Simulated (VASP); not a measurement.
# Shielding tensors and field gradients of MgO, part 3 of 3

Aim: NMR shielding tensors and field gradients of MgO. The cell is of the wurtzite type, one of the forms listed for this formula, which need not be the common one. The start is a computed cell from the Materials Project.

VASP 6.6.1, plane waves and PAW; the level of theory is named at each step.

So far. Step 2 (Ground state): The cell has a gap of 3.37 eV on this mesh and a pressure of -3.9 GPa, which holds the misfit of the given cell and coordinates with this functional, and any error of cutoff, mesh and data sets.

## Step 3: Shielding tensors (continued)

Level of this step: chemical shifts by linear response (GIPAW), LDA; plane waves and PAW (Mg, O) (VASP).

From OUTCAR (step 3):

```text
 Found     30 irreducible k-points:

   k-points           NKPTS =     30   k-points in BZ     NKDIM =     30   number of bands    NBANDS=     14

   ENCUT  =  560.0 eV  41.16 Ry    6.42 a.u.   6.38  6.38  9.61*2*pi/ulx,y,z

   NELECT =      16.0000    total number of electrons

  Total       -1.6817547     -1.6817547     -1.4726510      0.0000000      0.0000000      0.0000000
  in kB      -57.0672506    -57.0672506    -49.9717023      0.0000000      0.0000000      0.0000000
  external PRESSURE =     -54.7020679 kB  Pullay stress =       0.0000000 kB

  energy-cutoff  :      560.00
  volume of cell :       47.22
      direct lattice vectors                 reciprocal lattice vectors
     3.307786987  0.000000000  0.000000000     0.302316928  0.174542760  0.000000000
    -1.653893493  2.864627561  0.000000000     0.000000000  0.349085519  0.000000000
     0.000000000  0.000000000  4.982881670     0.000000000  0.000000000  0.200687086

 POSITION                                       TOTAL-FORCE (eV/Angst)
 -----------------------------------------------------------------------------------
      1.65389      0.95488      2.50220         0.000000      0.000000      0.048367
     -0.00000      1.90975      0.01076         0.000000     -0.000000      0.048367
      1.65389      0.95488      4.49675        -0.000000     -0.000000     -0.048367
     -0.00000      1.90975      2.00531         0.000000      0.000000     -0.048367
 -----------------------------------------------------------------------------------
    total drift:                               -0.000000     -0.000000      0.000984

 Electric field gradients after diagonalization (V/A^2)
 (convention: |V_zz| > |V_xx| > |V_yy|)
----------------------------------------------------------------------
 ion       V_xx      V_yy      V_zz     asymmetry (V_yy - V_xx)/ V_zz
----------------------------------------------------------------------
   1      -3.347    -3.347     6.695       0.000
   2      -3.347    -3.347     6.695       0.000
   3       1.163     1.160    -2.322       0.001
   4       1.163     1.160    -2.322       0.001
----------------------------------------------------------------------

  ORBITAL MAGNETIC SUSCEPTIBILITY, excluding core contribution
 -------------------------------------------------------------
  Approximate magnetic susceptibility, pGv (10^-6 cm^3/mole)
     1        -25.220032          0.000000          0.000000
     2          0.000000        -25.200548          0.000000
     3          0.000000          0.000000        -25.138254
 -------------------------------------------------------------
  Approximate magnetic susceptibility, vGv (10^-6 cm^3/mole)
     1        -24.556789          0.000000          0.000000
     2          0.000000        -24.520246          0.000000
     3          0.000000          0.000000        -24.153576

  CSA tensor (J. Mason, Solid State Nucl. Magn. Reson. 2, 285 (1993))
  for chemical shielding  (including the isotropic core contribution)

  BDIR labels direction of applied magnetic field (i.e. B0)
  For BDIR==1, B0 along x-axis, etc.
  Induced field listed along cartesian directions for each BDIR
 ------------------------------------------------------------------------------------------
                 EXCLUDING G=0 CONTRIBUTION              INCLUDING G=0 CONTRIBUTION
 ------------------------------------------------------------------------------------------
  ion  BDIR            X           Y           Z                X           Y           Z
          (   iso_shield        span        skew ) (   iso_shield        span        skew )
 ------------------------------------------------------------------------------------------
    1     1     508.5782      0.0000     -0.0000         518.3477      0.0000     -0.0000
          2       0.0000    508.5782      0.0005           0.0000    518.3419      0.0005
          3      -0.0000      0.0002    486.6612          -0.0000      0.0002    496.4065
          (     501.2725     21.9170     -1.0000 ) (     511.0320     21.9411     -0.9995 )

    2     1     508.5782      0.0000      0.0000         518.3477      0.0000      0.0000
          2       0.0000    508.5782     -0.0005           0.0000    518.3419     -0.0005
          3       0.0000     -0.0002    486.6612           0.0000     -0.0002    496.4065
          (     501.2725     21.9170     -1.0000 ) (     511.0320     21.9411     -0.9995 )

    3     1     183.8915      0.0000     -0.0000         193.6609      0.0000     -0.0000
          2       0.0000    183.8927      0.0018           0.0000    193.6564      0.0018
          3      -0.0000      0.0023    185.4083          -0.0000      0.0023    195.1537
          (     184.3975      1.5169      0.9984 ) (     194.1570      1.4973      0.9940 )

    4     1     183.8915      0.0000      0.0000         193.6609      0.0000      0.0000
          2       0.0000    183.8927     -0.0018           0.0000    193.6564     -0.0018
          3       0.0000     -0.0023    185.4083           0.0000     -0.0023    195.1537
          (     184.3975      1.5169      0.9984 ) (     194.1570      1.4973      0.9940 )
 ------------------------------------------------------------------------------------------

[... 5 parts as in an earlier step ...]

[... 2 further parts left out ...]
```

This step gave:

| Item | Value |
| --- | --- |
| free energy (TOTEN) | -26.23 eV |
| Fermi energy | 0.891 eV |
| pressure | -5.470 GPa |
| gap on the k-mesh | 3.358 eV |
| least direct gap on the k-mesh | 3.358 eV |

Valence and core; the G = 0 term is that of a spherical sample. NMR shielding, by row:

| atom | isotropic shielding (ppm) | span (ppm) | skew | isotropic shielding without the G = 0 term (ppm) |
| --- | --- | --- | --- | --- |
| Mg1 | 511 | 21.94 | -0.9995 | 501.3 |
| Mg2 | 511 | 21.94 | -0.9995 | 501.3 |
| O3 | 194.2 | 1.497 | 0.994 | 184.4 |
| O4 | 194.2 | 1.497 | 0.994 | 184.4 |

Ordered as |Vzz| ≥ |Vxx| ≥ |Vyy|, the program's way. Electric field gradients, by row:

| atom | Vxx (V/Å²) | Vyy (V/Å²) | Vzz (V/Å²) | asymmetry |
| --- | --- | --- | --- | --- |
| Mg1 | -3.347 | -3.347 | 6.695 | 0 |
| Mg2 | -3.347 | -3.347 | 6.695 | 0 |
| O3 | 1.163 | 1.16 | -2.322 | 0.001 |
| O4 | 1.163 | 1.16 | -2.322 | 0.001 |

## Step 4: What came out

```
Mg, isotropic shielding : 511 ppm
O, isotropic shielding  : 194.2 ppm
```

**Reading.** At LDA the isotropic shieldings are Mg 511 ppm; O 194.2 ppm. The widest tensor is that of Mg1, with a span (largest less smallest principal value) of 21.9 ppm. The largest field gradient is Vzz = 6.70 V/Å² at Mg1. Shifts were not obtained, since a shift is the shielding of a reference compound, computed alike, less these values. The G = 0 term is the part set by the sample's shape, taken here for a sphere. No finer mesh was run, so convergence in it isn't shown. VASP's guide advises NLSPLINE for shieldings, which this input doesn't set; the effect wasn't tested. The cell is of the wurtzite type, one of the forms listed for this formula, which need not be the common one. The given cell is kept, although it stands at -5.5 GPa at LDA and ENCUT = 560 eV, which holds the mismatch of the given cell with this functional, any error of the entry itself and any basis-set error.

[Lines on the potential files, build, host, timing and source positions are cut from VASP's logs without a mark.]

[Logs are printed without paths, hosts, clocks, repeated set-up lines and the standing remarks that a program may print on its own settings, such as how far it seeks lower states.]

[Hosts, paths, dates, database ids (printed as entryN), source tags and the programs' standing remarks are cut or masked in the printed files.]
